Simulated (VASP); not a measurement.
A run of VASP 6.6.1:

Contents of INCAR:

```
PREC = Accurate
ENCUT = 600
EDIFF = 1E-7
ISMEAR = 0
SIGMA = 0.03
LREAL = False
LASPH = True
NELM = 80
ALGO = Normal
ISIF = 2
LWAVE = False
LCHARG = False
GGA = PS
IBRION = 2
NSW = 40
EDIFFG = -0.01
```

The input KPOINTS:

```
regular mesh
0
Gamma
  12 12 12
```

POSCAR

```
MgO                                     
1.0
    0.0000000000      2.0754883777      2.0754883777
    2.0754883777      0.0000000000      2.0754883777
    2.0754883777      2.0754883777      0.0000000000
  Mg              O             
     1     1
Direct
     0.0000000000000000    0.0000000000000000    0.0000000000000000
     0.5000000000000000    0.5000000000000000    0.5000000000000000
```

Potentials or basis: VASP PAW PBE potentials, release 64 (Mg, O).

Run with:

```console
$ cat potpaw_PBE.64/Mg/POTCAR potpaw_PBE.64/O/POTCAR > POTCAR
$ mpirun -np 1 vasp_std > vasp.out
```

Hardware: 1 thread of AMD EPYC 9R14 (Zen 4), with other jobs on the host.

Question: How long does it take, and how much memory?

Answer: Wall time 8.2 s on 1 thread of AMD EPYC 9R14 (Zen 4), on a shared host, peak memory 0.11 GiB. Counts: scf iterations 12, k points 72, ion steps 1.
